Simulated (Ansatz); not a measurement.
Input and command of a plane-wave DFT calculation in Ansatz:

```yaml
crystal:
  lattice:
    - [0.0, 3.2820246526, 3.7776526849]
    - [4.2732807172, 0.0, 3.7776526849]
    - [4.2732807172, 3.2820246526, 0.0]
  atoms:
    - { symbol: Sc, position: [0.5, 0.5, 0.5] }
    - { symbol: Sc, position: [0.75, 0.75, 0.75] }
    - { symbol: Al, position: [0.125, 0.125, 0.125] }
    - { symbol: Al, position: [0.625, 0.125, 0.125] }
    - { symbol: Al, position: [0.125, 0.625, 0.125] }
    - { symbol: Al, position: [0.125, 0.125, 0.625] }
basis:
  ecutwfc: 500
kpoints:
  mp_grid: { grid: [12, 12, 12] }
hamiltonian:
  xc: r2scan
scf:
  occupations: { method: gaussian, width: 0.15 }
output:
  forces: true
  stress: true
  eigenvalues: true
```

```bash
ansatz run input.yaml --threads 1 --pin off --max-ram 2560MiB --backend cpu --events-out ev --progress --plain --runs-dir out
```

Processor: AMD EPYC 9R45 96-Core Processor (Zen 5), 1 thread, on a host shared with other jobs.

Problem. How long does it run, and how much memory does it take?

Solution. About 20 s on 1 thread of AMD EPYC 9R45 96-Core Processor (Zen 5), with other jobs on the host, peak memory 1.1 GiB. It solves 23 bands at 280 k points (the mesh reduced by symmetry) with about 2673 plane waves, in 6 SCF iterations.
